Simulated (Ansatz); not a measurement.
## Electric field gradients in InSe

Theory: Ansatz, DFT PBEsol, scalar-relativistic, plane waves, PAW. Plane waves to 420 eV; Γ-centred k mesh 12×12×12; fixed occupations. No spin polarisation.

Equilibrium structure at this level:
```yaml
crystal:
  lattice:
    - [2.00439, 1.15723, 8.42919]
    - [-2.00439, 1.15723, 8.42919]
    - [0.00000, -2.31447, 8.42919]
  atoms:
    - { symbol: In, position: [0.00119, 0.00119, 0.00119] }
    - { symbol: In, position: [0.11100, 0.11100, 0.11100] }
    - { symbol: Se, position: [0.61735, 0.61735, 0.61735] }
    - { symbol: Se, position: [0.82816, 0.82816, 0.82816] }
```

The crystal is built of layers and no dispersion correction was added, so the binding between them is poorly described, and with it their spacing and whatever depends on it. Spin–orbit coupling is left out, which matters for gradients at heavy nuclei.

**Question.** Give V_zz (10²¹ V/m²) and the asymmetry η at each distinct site.

**Answer.**
```json
{"atom": "In (atom 1)", "V_zz": "-10.98", "η": "0.00"}
{"atom": "In (atom 2)", "V_zz": "-11.01", "η": "0.00"}
{"atom": "Se (atom 3)", "V_zz": "-6.47", "η": "0.00"}
{"atom": "Se (atom 4)", "V_zz": "-6.77", "η": "0.00"}
```

Cost: 1 run of about 6 core-minutes, on Intel Xeon Processor @ 2.50GHz (Skylake/Cascade Lake) (shared hosts).